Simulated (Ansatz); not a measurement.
Runs of Ansatz 0.2.0 on Br. Symmetry: Cmce, No. 64, orthorhombic system. The conventional cell has a = 6.726 Å, b = 4.645 Å, c = 8.702 Å, α = 90.00°, β = 90.00°, γ = 90.00°. Br (site symmetry m) is surrounded by 1 Br at 2.29 Å. 

```csv
task,level,cell,k mesh,smearing,atoms under strain,gap on the mesh (eV),pressure (GPa),relaxed volume (Å³/atom)
elastic constants,LDA,as given,5 × 5 × 3,fixed,relaxed,1.46,-2.5,-
relaxation of cell and atoms,BLYP+D3(BJ),relaxed,7 × 7 × 3,fermi-dirac 0.05 eV,-,1.26,0.0,30.36
relaxation of cell and atoms,BLYP+D4,relaxed,7 × 7 × 3,fermi-dirac 0.05 eV,-,1.27,0.0,(a)
phonons,LDA,as given,5 × 5 × 3,fixed,-,(b),-,-
```

Alike in all rows: potentials or basis Ansatz PAW; no spin polarisation; cutoff (eV) 420.

**Question.** Estimate the missing entries.

**Answer.** (a) 30.75; (b) 1.76.

Caveats: odd divisions of the mesh miss points on the zone boundary, where band edges often lie, so the gap on the mesh can be too wide; the PAW data sets come from PBE, with cores solved anew for the run's functional, which leaves a small shift of forces and pressure; the plane-wave basis is chosen anew once the cell has moved, so the energies of steps on either side of that aren't comparable (some runs); the elastic tensor has a negative eigenvalue, so either the cell is unstable as it stands or the mesh is too thin (some runs); the volume moved by -11 % from the deposited cell, more than functionals usually miss (some runs); some modes are imaginary (some runs).

A k mesh can miss the band edges, and the runs leave out spin-orbit coupling on Br.

Runs at the PBE level aren't shown here.
